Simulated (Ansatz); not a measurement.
An Ansatz run on a 2-atom cell of CdS (F-43m) from a materials database left the output below. It starts from the r2SCAN minimum.

The cell given to it:
```xyz
2
Lattice="0.0000 2.9392 2.9392 2.9392 0.0000 2.9392 2.9392 2.9392 0.0000" Properties=species:S:1:pos:R:3 pbc="T T T"
Cd    0.0000    0.0000    0.0000
S     1.4696    1.4696    1.4696
```

Abridged output:
```
Crystal: 2 atoms, lattice volume = 50.783 Å³
Basis set: ecut = 420 eV, 965 PW (Γ)
Bands: 17, of which v1, the nominal top of the filled ones, is band 13 counted from 1 (12 counted from 0)
Symmetry: 24 space group operations
Space group: F-43m (ITA 216)
k-points: 8 of 64 (time reversal used)
Exchange kernel: α = 0.2500, screened, ω = 0.2079 Å⁻¹, Wigner–Seitz truncation, v(0) = 1031.7950 eV·Å³, q-mesh 4×4×4
preconditioner: auto → none  [insulator: Δε(μ)=2.078 eV  σ=0.020 eV  ℏωp=22.1 eV]
relax step 1: F+E_penalty+E_count = -9162.16987070 eV  P = +0.362 GPa  Ω = 50.783 Å³
relax step 2: F+E_penalty+E_count = -9162.17000397 eV  P = -0.014 GPa  Ω = 51.102 Å³
relax step 3: F+E_penalty+E_count = -9162.17036337 eV  P = -0.013 GPa  Ω = 51.102 Å³  (SCF on a basis re-selected at this cell)
Free energy (F): -9162.170363 eV
Fermi energy:    6.931208 eV
--- Per-component energies (eV) ---
  E_band       = -578.830222
  E_kinetic    = 612.205018
  E_local      = -4060.155453
  E_nonlocal   = 62.879777
  E_hartree    = 1864.981327
  E_xc         = -218.745582
  E_vxc        = -245.339893
  E_exx        = -99.631521
  E_paw        = -4644.521440
  E_vpaw       = -479.119293
  E_ewald      = -2678.487151
  E_core_change = -0.695354
--- Forces (eV/Å), atoms counted from 1 ---
  atom   1  Cd      0.00000      0.00000      0.00000
  atom   2  S       0.00000      0.00000      0.00000
--- Stress (GPa, compression-positive) ---
       -0.013133       0.000000       0.000000
        0.000000      -0.013133       0.000000
        0.000000       0.000000      -0.013133
  P = ⅓ Tr σ = -0.0131 GPa (-0.131 kbar)
--- Relaxed structure (2 steps of the walk, 2 accepted, 1 SCFs on fresh bases) ---
  F+E_penalty+E_count = -9162.17036337 eV
  cell:  # Å, volume = 51.1023 Å³
    - [0.000000, 2.945348, 2.945348]
    - [2.945348, 0.000000, 2.945348]
    - [2.945348, 2.945348, 0.000000]
  atoms:
    - { symbol: Cd, position: [0.000000, 0.000000, 0.000000] }
    - { symbol: S, position: [0.250000, 0.250000, 0.250000] }
```

Task: Write the input file that gave this output.

Result:
```yaml
crystal:
  # lattice and atoms as above
kpoints:
  mp_grid: { grid: [4, 4, 4] }
hamiltonian:
  xc: hse06
scf:
  occupations: { method: fermi_dirac, width: 0.02 }
relax:
  f_tol: 0.005
  cell: {}
```
The term E_exx shows exact exchange. The relax steps with a changing cell volume need the relax block with cell. The lines shown narrow the functional down without fixing it; this is the one that was run. Not every key shows in the log; this is the file that was used.

Wall time 17 s on 1 × NVIDIA H100 80GB HBM3 with 2 threads of AMD EPYC 7R13 Processor (Zen 3), on a shared host, load about 2.9 per core; peak host memory 1.7 GiB.

Spin-unpolarised throughout; all numbers are computed.
